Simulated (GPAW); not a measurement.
Crystal: Rb.

```
Rb
1.0
    -2.72568    2.72568    2.72568
     2.72568   -2.72568    2.72568
     2.72568    2.72568   -2.72568
Rb
1
Direct
  0.00000 0.00000 0.00000
```

The cell isn't the ideal one: volume scaled by 0.92.

- Program: GPAW 26.7.0
- Task: relaxation of cell and atoms
- Functional: revPBE
- Dispersion: D3
- Potentials or basis: the program's PAW data sets (release 1.2.1) made for this functional
- Cutoff: 600 eV
- Basis: pw
- k mesh: 7 × 7 × 7
- Occupations: fermi-dirac, width 0.05 eV
- Spin: no spin polarisation

At the start: pressure 0.6 GPa; volume 81.00 Å³/atom.

Task: Where does the relaxation end?

Result: Over 3 steps the energy falls by 20.2 meV/atom and the volume is 91.67 Å³/atom (+13.2 %); space group Im-3m (No. 229, to 0.05 Å).

The path:
```
step  energy change (eV)  largest force (eV/Å)  pressure (GPa)  volume (Å³)
   1              0.0000                0.0000            0.60        81.00
   2             -0.0039                0.0000            0.53        82.07
   3             -0.0202                0.0000            0.02        91.67
```

Final structure:
```yaml
crystal:
  lattice:
    - [-2.84049, 2.84049, 2.84049]
    - [2.84049, -2.84049, 2.84049]
    - [2.84049, 2.84049, -2.84049]
  atoms:
    - { symbol: Rb, position: [0.00000, 0.00000, 0.00000] }
```

Caveat: later steps reuse the first step's grids; pairwise dispersion overbinds metals, which lowers pressure and volume.
